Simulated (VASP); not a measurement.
# Zr (P6/mmm) in VASP: settings compared

One crystal, Zr, is run at these levels: PBE, r2SCAN; tasks: relaxation of shape and atoms at fixed volume, relaxation of cell and atoms.

Program: VASP 6.6.1. These are calculated values, not measurements. Logs are shortened: lines on timing, memory, paths and dates and some standing lists are left out, and cuts for length are marked.

## Step 1: Starting point

Symmetry: P6/mmm, No. 191, hexagonal system. The conventional cell has a = 5.033 Å, b = 5.033 Å, c = 3.132 Å, α = 90.00°, β = 90.00°, γ = 120.00°. Zr (site symmetry -6m2) has 11 Zr at 2.91 to 3.30 Å as nearest neighbours. Zr (site symmetry 6/mmm) has 14 Zr at 3.13 to 3.30 Å as nearest neighbours.

The cell was built by a generator and needn't be a form met in nature.

## Step 2: Relaxation of shape and atoms at fixed volume, PBE (a relaxed cell with its volume scaled by 1.06)

INCAR reads:

```
  PREC = Accurate
  ENCUT = 600
  EDIFF = 1E-7
  ISMEAR = 1
  SIGMA = 0.1
  LREAL = F
  LASPH = T
  NELM = 80
  ALGO = Fast
  ISIF = 4
  LWAVE = F
  LCHARG = F
  GGA = PE
  IBRION = 2
  NSW = 40
  EDIFFG = -0.01
```

KPOINTS reads:

```
regular mesh
0
Gamma
  9 9 12
```

POSCAR reads:

```
Zr                                      
1.0
    5.1372969508      0.0000000000      0.0000000000
   -2.5686484753      4.4490296639      0.0000000000
    0.0000000000      0.0000000000      3.2159126149
  Zr            
     3
Direct
     0.6666666699999979    0.3333333300000021    0.5000000000000000
     0.3333333300000021    0.6666666699999979    0.5000000000000000
     0.0000000000000000    0.0000000000000000    0.0000000000000000
```

Potentials or basis: VASP PAW PBE potentials, release 64 (Zr_sv).

Run with:

```
$ cat potpaw_PBE.64/Zr_sv/POTCAR > POTCAR
$ mpirun -np 1 vasp_std > vasp.out
```

OUTCAR:

```text
PREC = Accurate
   ENCUT = 600
   EDIFF = 1E-7
   ISMEAR = 1
   LREAL = F
   LASPH = T
   NELM = 80
   ISIF = 4
   GGA = PE
   IBRION = 2
   NSW = 40
   EDIFFG = -0.01

 ion  position               nearest neighbor table
   1  0.667  0.333  0.500-   2 2.97   2 2.97   2 2.97   3 3.37   3 3.37   3 3.37   3 3.37   3 3.37
                             3 3.37
   2  0.333  0.667  0.500-   1 2.97   1 2.97   1 2.97   3 3.37   3 3.37   3 3.37   3 3.37   3 3.37
                             3 3.37
   3  0.000  0.000  0.000-   1 3.37   2 3.37   1 3.37   2 3.37   2 3.37   2 3.37   1 3.37   1 3.37
                             1 3.37   1 3.37   2 3.37   2 3.37

  LATTYP: Found a hexagonal cell.
 ALAT       =     5.1372969508
 C/A-ratio  =     0.6259931333

  Lattice vectors:

 A1 = (   5.1372969508,   0.0000000000,   0.0000000000)
 A2 = (  -2.5686484753,   4.4490296639,   0.0000000000)
 A3 = (   0.0000000000,   0.0000000000,   3.2159126149)

Analysis of symmetry for initial positions (statically):
=====================================================================
 Subroutine PRICEL returns:
 Original cell was already a primitive cell.

 Routine SETGRP: Setting up the symmetry group for a
 hexagonal supercell.

 Subroutine GETGRP returns: Found 24 space group operations
 (whereof 24 operations were pure point group operations)
 out of a pool of 24 trial point group operations.

The static configuration has the point symmetry D_6h.

Analysis of symmetry for dynamics (positions and initial velocities):
=====================================================================
 Subroutine PRICEL returns:
 Original cell was already a primitive cell.

 Routine SETGRP: Setting up the symmetry group for a
 hexagonal supercell.

 Subroutine GETGRP returns: Found 24 space group operations
 (whereof 24 operations were pure point group operations)
 out of a pool of 24 trial point group operations.

The dynamic configuration has the point symmetry D_6h.

 Subroutine INISYM returns: Found 24 space group operations
 (whereof 24 operations are pure point group operations),
 and found     1 'primitive' translations

----------------------------------------------------------------------------------------

                                     Primitive cell

  volume of cell :      73.5029

  direct lattice vectors                    reciprocal lattice vectors
     5.137296951  0.000000000  0.000000000     0.194654895  0.112384056  0.000000000
    -2.568648475  4.449029664  0.000000000     0.000000000  0.224768112  0.000000000
     0.000000000  0.000000000  3.215912615     0.000000000  0.000000000  0.310953723

  length of vectors
     5.137296951  5.137296949  3.215912615     0.224768112  0.224768112  0.310953723

  position of ions in fractional coordinates (direct lattice)
     0.666666670  0.333333330  0.500000000
     0.333333330  0.666666670  0.500000000
     0.000000000  0.000000000  0.000000000

  ion indices of the primitive-cell ions
   primitive index   ion index
                 1           1
                 2           2
                 3           3

----------------------------------------------------------------------------------------

 KPOINTS: regular mesh

Automatic generation of k-mesh.
 Grid dimensions read from file:
 generate k-points for:    9    9   12

 Generating k-lattice:

  Cartesian coordinates                     Fractional coordinates (reciprocal lattice)
     0.021628322  0.012487117  0.000000000     0.111111111  0.000000000  0.000000000
[... 57 lines left out ...]
   ENCUT  =  600.0 eV  44.10 Ry    6.64 a.u.  10.26 10.26  6.42*2*pi/ulx,y,z
   NELM   =     80;   NELMIN=  2; NELMDL= -5     # of ELM steps
   EDIFF  = 0.1E-06   stopping-criterion for ELM
   LREAL  =      F    real-space projection
   EDIFFG = -.1E-01   stopping-criterion for IOM
   NSW    =     40    number of steps for IOM
   IBRION =      2    ionic relax: 0-MD 1-quasi-New 2-CG
   NFREE  =      1    steps in history (QN), initial steepest desc. (CG)
   ISIF   =      4    stress and relaxation
   ISYM   =      2    0-nonsym 1-usesym 2-fastsym
   POTIM  = 0.5000    time-step for ionic-motion
   TEBEG  =    0.0;   TEEND  =   0.0 temperature during run
   PSTRESS=    0.0 pullay stress
   NELECT =      36.0000    total number of electrons
   NUPDOWN=      -1.0000    fix difference up-down
   EMIN   =  10.00;   EMAX   =-10.00  energy-range for DOS
   EFERMI =   0.00;   METHOD = LEGACY
   ISMEAR =     1;   SIGMA  =   0.10  broadening in eV -4-tet -1-fermi 0-gaus
   EFERMI_NEDOS =   21; number of points for ismear=-14 and -15
   IALGO  =     68    algorithm
   IMIX   =      4    mixing-type and parameters
     AMIX     =   0.40;   BMIX     =  1.00
     AMIX_MAG =   1.60;   BMIX_MAG =  1.00
  volume/ion in A,a.u.               =      24.50       165.34
  Fermi-wavevector in a.u.,A,eV,Ry     =   1.290449  2.438595 22.657228  1.665259
  Thomas-Fermi vector in A             =   2.422280
   LORBIT       =      0    0 simple, 1 ext, 2 COOP (PROOUT), +10 PAW based schemes
   GGA     = PE    functional components
   LHFCALC =     F    Hartree Fock is set to
   AEXX    =    0.0000 exact exchange contribution
   IVDW    =     0    specifies the selected vdW correction
   LEPSILON=     F    determine dielectric tensor
   LRPA    =     F    only Hartree local field effects (RPA)
 conjugate gradient relaxation of ions
 non-spin polarized calculation
 RMM-DIIS sequential band-by-band and
 Methfessel and Paxton  Order N= 1 SIGMA  =   0.10
  energy-cutoff  :      600.00
  volume of cell :       73.50
 maximum number of plane-waves:      2474
 NGX is ok and might be reduce to    42
   NGX = 21   NGY = 21   NGZ = 13

--------------------------------------- Ionic step        1  -------------------------------------------

 number of electron      36.0000000 magnetization

 Free energy of the ion-electron system (eV)
  ---------------------------------------------------
  ext. energy  EPLUGINS =         0.00000000
  ---------------------------------------------------
  free energy    TOTEN  =       -25.49512062 eV

  energy without entropy =      -25.49616527  energy(sigma->0) =      -25.49546884

------------------------ aborting loop because EDIFF is reached ----------------------------------------

  FORCE on cell =-STRESS in cart. coord.  units (eV):
  Direction    XX          YY          ZZ          XY          YZ          ZX
  --------------------------------------------------------------------------------------
  -------------------------------------------------------------------------------------
  Total       -2.2763572     -2.2763572     -2.3645142     -0.0000000      0.0000000     -0.0000000
  in kB      -49.6188601    -49.6188600    -51.5404606     -0.0000000      0.0000000     -0.0000000
  external PRESSURE =     -50.2593936 kB  Pullay stress =       0.0000000 kB

 VOLUME and BASIS-vectors are now :
 -----------------------------------------------------------------------------
  energy-cutoff  :      600.00
  volume of cell :       73.50
      direct lattice vectors                 reciprocal lattice vectors
     5.137296951  0.000000000  0.000000000     0.194654895  0.112384056  0.000000000
    -2.568648475  4.449029664  0.000000000     0.000000000  0.224768112  0.000000000
     0.000000000  0.000000000  3.215912615     0.000000000  0.000000000  0.310953723

 POSITION                                       TOTAL-FORCE (eV/Angst)
 -----------------------------------------------------------------------------------
      2.56865      1.48301      1.60796         0.000000      0.000000      0.000000
     -0.00000      2.96602      1.60796        -0.000000     -0.000000     -0.000000
      0.00000      0.00000      0.00000         0.000000     -0.000000      0.000000
 -----------------------------------------------------------------------------------
    total drift:                                0.000000     -0.000000     -0.000000

  FREE ENERGIE OF THE ION-ELECTRON SYSTEM (eV)
  ---------------------------------------------------
  free  energy   TOTEN  =       -25.4951206200 eV

  energy  without entropy=      -25.4961652698  energy(sigma->0) =      -25.49546884

--------------------------------------- Ionic step        2  -------------------------------------------

 number of electron      36.0000000 magnetization

 Free energy of the ion-electron system (eV)
  ---------------------------------------------------
  ext. energy  EPLUGINS =         0.00000000
  ---------------------------------------------------
  free energy    TOTEN  =       -25.49516443 eV

  energy without entropy =      -25.49612052  energy(sigma->0) =      -25.49548313

 E-fermi :   8.3176     XC(G=0): -10.8515

 val. band max:        8.2987709156   @ k =   0.3333   0.2222   0.2500
 cond. band min:       8.3294581163   @ k =   0.3333   0.1111   0.0000
 fundamental gap:      0.0306872007
 Fermi energy:         8.3176187902

 k-point     1 :       0.0000    0.0000    0.0000
  band No.  band energies     occupation
      1     -40.7339      2.00000
      2     -40.4139      2.00000
      3     -40.2542      2.00000
      4     -18.8193      2.00000
      5     -18.8193      2.00000
      6     -18.7268      2.00000
[... 589 lines left out ...]
     21       8.7244     -0.00000
     22       9.8675     -0.00000

 [... further k-points ...]
[... 5 lines left out ...]
  --------------------------------------------------------------------------------------
  -------------------------------------------------------------------------------------
  Total       -2.2986918     -2.2986918     -2.3038706     -0.0000000      0.0000000     -0.0000000
  in kB      -50.1056972    -50.1056971    -50.2185835     -0.0000000      0.0000000     -0.0000000
  external PRESSURE =     -50.1433259 kB  Pullay stress =       0.0000000 kB

 VOLUME and BASIS-vectors are now :
 -----------------------------------------------------------------------------
  energy-cutoff  :      600.00
  volume of cell :       73.50
      direct lattice vectors                 reciprocal lattice vectors
     5.139725715 -0.000000000 -0.000000000     0.194562912  0.112330949 -0.000000000
    -2.569862858  4.451133036  0.000000000     0.000000000  0.224661899 -0.000000000
     0.000000000  0.000000000  3.212873990     0.000000000 -0.000000000  0.311247812

 POSITION                                       TOTAL-FORCE (eV/Angst)
 -----------------------------------------------------------------------------------
      2.56986      1.48371      1.60644        -0.000000     -0.000000      0.000000
     -0.00000      2.96742      1.60644         0.000000      0.000000     -0.000000
      2.56986      4.45113     -0.00000        -0.000000     -0.000000      0.000000
 -----------------------------------------------------------------------------------
    total drift:                                0.000000     -0.000000     -0.000000

  FREE ENERGIE OF THE ION-ELECTRON SYSTEM (eV)
  ---------------------------------------------------
  free  energy   TOTEN  =       -25.4951644323 eV

  energy  without entropy=      -25.4961205229  energy(sigma->0) =      -25.49548313

 reached required accuracy - stopping structural energy minimisation
```

It took 5.6 min on 1 thread of Intel Xeon Platinum 8488C (Sapphire Rapids), shared host; peak memory 0.3 GiB.

What came out:

* Free energy: -25.4952 eV
* Energy gained by relaxing: 0.0 meV/atom
* Ionic steps: 2
* Pressure after relaxing: -5.0 GPa
* Band gap on the k mesh: none (metal or under the smearing width)

Final structure:
```
Zr
1.0
     5.13973    0.00000    0.00000
    -2.56986    4.45113    0.00000
     0.00000    0.00000    3.21287
Zr
3
Direct
  0.66667 0.33333 0.50000
  0.33333 0.66667 0.50000
  0.00000 0.00000 0.00000
```

## Step 3: Relaxation of cell and atoms, r2SCAN

INCAR reads:

```
PREC = Accurate ; ENCUT = 600
EDIFF = 1E-6 ; ISMEAR = 1
SIGMA = 0.1 ; LREAL = F
LASPH = T ; NELM = 80
ALGO = Normal ; ISIF = 3
LWAVE = F ; LCHARG = F
METAGGA = R2SCAN ; LMIXTAU = T
IBRION = 2 ; NSW = 90
EDIFFG = -0.01
```

KPOINTS reads:

```
Automatic mesh
0
Gamma
  9 9 12
```

POSCAR reads:

```
Zr
1.0
    5.0328000000      0.0000000000      0.0000000000
   -2.5164000000      4.3585326500      0.0000000000
    0.0000000000      0.0000000000      3.1324000000
Zr
3
Direct
    0.6666666700      0.3333333300      0.5000000000
    0.3333333300      0.6666666700      0.5000000000
    0.0000000000      0.0000000000      0.0000000000
```

Potentials or basis: VASP PAW PBE potentials, release 64 (Zr_sv).

Run with:

```
$ cat potpaw_PBE.64/Zr_sv/POTCAR > POTCAR
$ mpirun -np 1 vasp_std > vasp.out
```

It took 16 min on 1 thread of Intel Xeon Platinum 8488C (Sapphire Rapids), shared host; peak memory 0.29 GiB.

The run converged. Its results:

```
Free energy                            : -68.2844 eV
Relaxed volume                         : 23.14 Å³/atom
Relaxed cell                           : a = 5.035 Å, b = 5.035 Å, c = 3.162 Å, α = 90.00°, β = 90.00°, γ = 120.00°
Space group after relaxing (to 0.05 Å) : P6/mmm (No. 191)
Energy gained by relaxing              : 1.4 meV/atom
Ionic steps                            : 4
Pressure after relaxing                : 0.0 GPa
Band gap on the k mesh                 : none (metal or under the smearing width)
```

Step by step:
| step | energy change (eV) | largest force (eV/Å) | pressure (GPa) | volume (Å³) |
| --- | --- | --- | --- | --- |
| 1 | 0.0000 | 0.0000 | 1.08 | 68.71 |
| 2 | -0.0012 | 0.0000 | -1.12 | 70.25 |
| 3 | -0.0040 | 0.0000 | -0.15 | 69.54 |
| 4 | -0.0042 | 0.0000 | 0.02 | 69.41 |

Final structure:
```cif
data_structure
_symmetry_space_group_name_H-M 'P 1'
_symmetry_Int_Tables_number 1
_cell_length_a 5.0348
_cell_length_b 5.0348
_cell_length_c 3.1619
_cell_angle_alpha 90.000
_cell_angle_beta 90.000
_cell_angle_gamma 120.000
_cell_volume 69.41
loop_
_atom_site_label
_atom_site_type_symbol
_atom_site_fract_x
_atom_site_fract_y
_atom_site_fract_z
_atom_site_occupancy
Zr1 Zr 0.66667 0.33333 0.50000 1
Zr2 Zr 0.33333 0.66667 0.50000 1
Zr3 Zr 0.00000 0.00000 0.00000 1
```

Levels at points of the mesh, in eV from the Fermi level:
```tsv
k point	band 15	band 16	band 17	band 18	band 19	band 20	band 21	band 22
(0.00, 0.00, 0.00)	-0.64	-0.64	-0.57	-0.57	-0.09	1.02	1.79	1.79
(0.00, 0.00, 0.50)	-2.34	-2.06	-2.06	-1.63	1.27	1.27	1.79	1.79
```

Caveat: the PAW data sets were made with another functional, which shifts forces and pressure a little.

## Step 4: Relaxation of cell and atoms, r2SCAN

This run uses another cell than the first one, of 23.14 Å³/atom, 1.010 times its volume.

INCAR reads:

```
PREC = Accurate ; ENCUT = 600
EDIFF = 1E-7 ; ISMEAR = 1
SIGMA = 0.1 ; LREAL = F
LASPH = T ; NELM = 80
ALGO = Normal ; ISIF = 3
LWAVE = F ; LCHARG = F
METAGGA = R2SCAN ; LMIXTAU = T
IBRION = 2 ; NSW = 90
EDIFFG = -0.005
```

KPOINTS is that of step 3.

POSCAR reads:

```
Zr                                      
1.0
    5.0348017730      0.0000000000      0.0000000000
   -2.5174008865      4.3602662363     -0.0000000000
   -0.0000000000      0.0000000000      3.1619412116
  Zr            
     3
Direct
     0.6666666699999979    0.3333333300000021    0.5000000000000000
     0.3333333300000021    0.6666666699999979    0.5000000000000000
     1.0000000000000000    1.0000000000000000    0.0000000000000000
```

Run with:

```
$ cat potpaw_PBE.64/Zr_sv/POTCAR > POTCAR
$ mpirun -np 1 vasp_std > vasp.out
```

Wall time 6.6 min (1 thread of Intel Xeon Platinum 8488C (Sapphire Rapids), shared host); peak memory 0.29 GiB.

It converged, with:

```yaml
Free_energy: -68.2845 eV
Pressure_after_relaxing: 0.0 GPa
Band_gap_on_the_k_mesh: none (metal or under the smearing width)
```

Final structure:
```yaml
crystal:
  lattice:
    - [5.03480, 0.00000, 0.00000]
    - [-2.51740, 4.36027, 0.00000]
    - [0.00000, 0.00000, 3.16194]
  atoms:
    - { symbol: Zr, position: [0.66667, 0.33333, 0.50000] }
    - { symbol: Zr, position: [0.33333, 0.66667, 0.50000] }
    - { symbol: Zr, position: [0.00000, 0.00000, 0.00000] }
```

Levels at points of the mesh, in eV from the Fermi level:
```csv
k point,band 16,band 17,band 18,band 19,band 20,band 21
"(0.00, 0.00, 0.00)",-0.64,-0.57,-0.57,-0.09,1.02,1.79
"(0.00, 0.00, 0.50)",-2.06,-2.06,-1.63,1.27,1.27,1.79
```

Caveat: the relaxation stopped at its first step, so nothing moved; the PAW data sets were made with another functional, which shifts forces and pressure a little.
